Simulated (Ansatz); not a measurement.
Sr: enthalpy against pressure

Sr, P6_3/mmc, a = 4.195 Å, c = 6.879 Å. This isn't the element's structure at ambient conditions. Ansatz: PBEsol, PAW, 420 eV, Γ-centred 12×12×6 mesh on 2 atoms, Gaussian smearing 0.10 eV; no spin polarisation. Cell and atoms are relaxed at each pressure, and no other structure is tried, so the rows at high pressure may lie past a change of phase. y is the enthalpy over the state at zero pressure; there V0 = 52.404 Å³/atom. The pressures are the targets, met within 0.05 GPa.

| P (GPa) | y (eV/atom) |
| --- | --- |
| -2.0 | -0.7277 |
| 0.0 | 0.0000 |
| 2.0 | 0.6086 |
| 5.0 | 1.4011 |
| 10.0 | 2.5360 |
| 20.0 | ? |
| 40.0 | 7.2873 |

Task: Fit y = c1 P + c2 P² + c3 P³ to the other rows, say what c1 and c2 mean, and predict the missing value.

Result: Least squares on the rows shown. y = 0.32767 P − 0.0088270 P² + 0.00012974 P³. Since dH/dP = V, c1 is V0: 0.32767 eV/GPa × 160.2 = 52.493 Å³ against 52.404; c2 = −V0/(2B0) gives B0 = 19 GPa, where a Birch–Murnaghan fit to the volumes of the same runs (not shown) gives 12.0 GPa: a cubic over this range folds the higher terms into c2. Above P = −c2/(3 c3) = 23 GPa the cubic's slope, the volume, would rise with pressure, so the form fails there. At P = 20.0 the fit asked for gives 4.0605 eV/atom. The run gave 4.4035 eV/atom, so the fit is 0.3430 eV/atom too low, 4.3 % of the span of the series, against an rms of 0.0231 eV/atom on the fitted rows. With a term in P⁴ added, a fit to the same known rows predicts 4.9535 eV/atom, which misses by about as much or more on the other side: the known rows don't fix the higher terms.

The mesh isn't the same in all rows (12×12×6, 12×12×8).